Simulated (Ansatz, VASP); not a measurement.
# One calculation of W, two programs

```
CELL_PARAMETERS angstrom
-1.57169 1.57169 1.57169
1.57169 -1.57169 1.57169
1.57169 1.57169 -1.57169
ATOMIC_POSITIONS crystal
W 0.00000 0.00000 0.00000
```

Alike in both runs: functional r2SCAN; k mesh 18 × 18 × 18; occupations gaussian, width 0.1 eV; no spin polarisation.

Ansatz relaxed the structure, and its values are those at the end. VASP's run is a single point on that final structure, the one shown.

```csv
,VASP,Ansatz
version,VASP 6.6.1,Ansatz 0.2.0
potentials or method,"VASP PAW PBE potentials, release 64 (W_sv)","scalar-relativistic, plane waves, PAW"
plane-wave cutoff (eV),520,500
valence electrons in the cell,14,14
```

|  | VASP | Ansatz | Ansatz less VASP |
| --- | --- | --- | --- |
| gap on the k mesh at the Fermi level (eV) | none | none | - |
| pressure (GPa) | 9.4 | 8.0 | -1.36 |

A gap of «none» marks a metal or a gap that the smearing closes.

Caveats: the PAW data sets were made with another functional, which shifts forces and pressure a little (VASP). The runs have no spin-orbit coupling, so splittings on W are missing.
